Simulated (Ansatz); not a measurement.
# Ti single point

Input file of Ansatz 0.2.0:

```yaml
crystal:
  lattice:
    - [-1.529958, 1.529958, 1.529958]
    - [1.529958, -1.529958, 1.529958]
    - [1.529958, 1.529958, -1.529958]
  atoms:
    - { symbol: Ti, position: [0.0, 0.0, 0.0] }
  symmetry: { detect: false }
kpoints:
  mp_grid: { grid: [11, 11, 11], shift: [0, 0, 0] }
  band_path:
    path:
      - [0.0, 0.0, 0.0]
      - [0.5, -0.5, 0.5]
      - [0.0, 0.0, 0.5]
      - [0.0, 0.0, 0.0]
      - [0.25, 0.25, 0.25]
      - [0.5, -0.5, 0.5]
      - [0.25, 0.25, 0.25]
      - [0.0, 0.0, 0.5]
    npoints: 8
magnetization:
  noncollinear: true
  spin_orbit: true
scf:
  occupations: { method: gaussian, width: 0.1704 }
  lower_state_search: "off"
  max_iter: 200
hamiltonian:
  pseudopotentials: { kind: paw_fr }
  xc: r2scan
  hubbard:
    projectors: all-electron-ortho-atomic
    sites: [{ species: Ti, l: d, u_eff: 5.39 }]
basis:
  ecutwfc: 500
  fft_grid_basis: typed
output:
  forces: true
  stress: true
  eigenvalues: true
  bader: true
  populations: true
  elf: true
  write_potential: true
  volumetric_format: npy
  dos:
    e_range: [-12, 8]
    de: 0.05
    projected: { site_lists: { Ti: [Ti] } }
    method: { smearing: { sigma: 0.1, scheme: gaussian } }
checkpoint:
  read: saved_state
```

The run starts from an earlier solution of this cell. The state carries no moments; the state need not be the lowest.

Output (shortened):

```
SCF iter   1: F=-2497.5543 eV  Δρ=9.14e-3  dr2=9.92e-4  dr2_τ=5.53e-4  dr2_m=0.00e0 (ungated)  |M|=0.00e0 ∫|m|=0.00e0 μB
SCF iter   2: F=-2497.5552 eV  Δρ=6.48e-3  dr2=4.22e-4  dr2_τ=2.90e-4  dr2_m=0.00e0 (ungated)  |M|=0.00e0 ∫|m|=0.00e0 μB
SCF iter   3: F=-2497.5554 eV  Δρ=1.96e-3  dr2=5.85e-5  dr2_τ=2.64e-5  dr2_m=0.00e0 (ungated)  |M|=0.00e0 ∫|m|=0.00e0 μB
SCF iter   4: F=-2497.5555 eV  Δρ=2.08e-4  dr2=3.82e-6  dr2_τ=1.49e-7  dr2_m=0.00e0 (ungated)  |M|=0.00e0 ∫|m|=0.00e0 μB
SCF iter   5: F=-2497.5555 eV  Δρ=8.70e-5  dr2=2.58e-7  dr2_τ=8.92e-9  dr2_m=0.00e0 (ungated)  |M|=0.00e0 ∫|m|=0.00e0 μB
SCF iter   6: F=-2497.5555 eV  Δρ=6.76e-5  dr2=4.02e-7  dr2_τ=9.75e-9  dr2_m=0.00e0 (ungated)  |M|=0.00e0 ∫|m|=0.00e0 μB
SCF iter   7: F=-2497.5555 eV  Δρ=1.31e-5  dr2=9.28e-9  dr2_τ=3.45e-10  dr2_m=0.00e0 (ungated)  |M|=0.00e0 ∫|m|=0.00e0 μB
SCF iter   8: F=-2497.5555 eV  Δρ=1.95e-5  dr2=4.74e-8  dr2_τ=5.61e-10  dr2_m=0.00e0 (ungated)  |M|=0.00e0 ∫|m|=0.00e0 μB
SCF iter   9: F=-2497.5555 eV  Δρ=1.82e-5  dr2=1.93e-8  dr2_τ=4.90e-10  dr2_m=0.00e0 (ungated)  |M|=0.00e0 ∫|m|=0.00e0 μB
Magnetization: |M| = 0.0000 μB,  M = (+0.0000, +0.0000, +0.0000) μB
Absolute magnetization: 0.0000 μB (∫|m|)
  site 0: m = (+0.0000, +0.0000, +0.0000) μB, |m| = 0.0000 μB  (R = 1.09 Å)
Free energy (F): -2497.5555 eV
Harris-Foulkes:  -2497.5555 eV  (|F-HF|=9.67e-8)
Internal energy: -2497.5433 eV  (E = F + TS)
E sigma→0 (E₀):  -2497.5494 eV
Entropy (-TS):   -0.0122 eV (-12.154 meV/atom)
Fermi energy:    17.5464 eV
--- Per-component energies (eV) ---
  E_band       = -124.6971
  E_kinetic    = 279.6574
  E_local      = -705.0248  (includes V_loc(G=0)·N_el)
  E_nonlocal   = 9.3451
  E_hartree    = 299.7340
  E_xc         = -94.6226
  E_vxc        = -135.2128  (∫ρ·V_xc dr)
  E_hubbard    = 4.3603  (on-site DFT+U / exact-exchange correction)
  E_vhub       = 0.5145  (the Hubbard potential's part of the band-sum identity)
  E_paw        = -1057.6782  (= ΣΔE_a)
  E_vpaw       = -182.6571  (= ΣTr[D̂ρ^β])
  E_aug_tail   = 0.0000  (compensation charges beyond the density's cutoff)
  E_vtau       = 9.2108  (kinetic-family band-sum trace: ∫τ·v_τ [+ j·A + Jᵃ·Aᵃ] dr)
  E_ewald      = -1233.0614
  E_core_change = -0.2533  (= ΣΔE_core)
  E_smearing   = -0.0122  (= −TS)
--- Stress (GPa, compression-positive) ---
       39.8430      -0.0636      -0.0658
       -0.0637      60.9331       0.0056
       -0.0658       0.0057      60.8796
  P = ⅓ Tr σ = 53.8852 GPa (538.852 kbar)
--- Löwdin populations: 1 site ---
  site symbol       q [e]
     0     Ti     11.8748
  spilling = 0.0104 (of n_electrons = 12.0000)
--- Bader charges: 1 site ---
  site symbol  charge [e]  shift [e]  m_x [muB]  m_y [muB]  m_z [muB]
     0     Ti      0.0000     0.0000     0.0000     0.0000     0.0000
```

Origin: a known structure type with other elements, at an estimated volume, so it need not be a known compound. Caveats: started without moments under time reversal, so no moment could form; atoms or cell far from equilibrium; wide smearing.
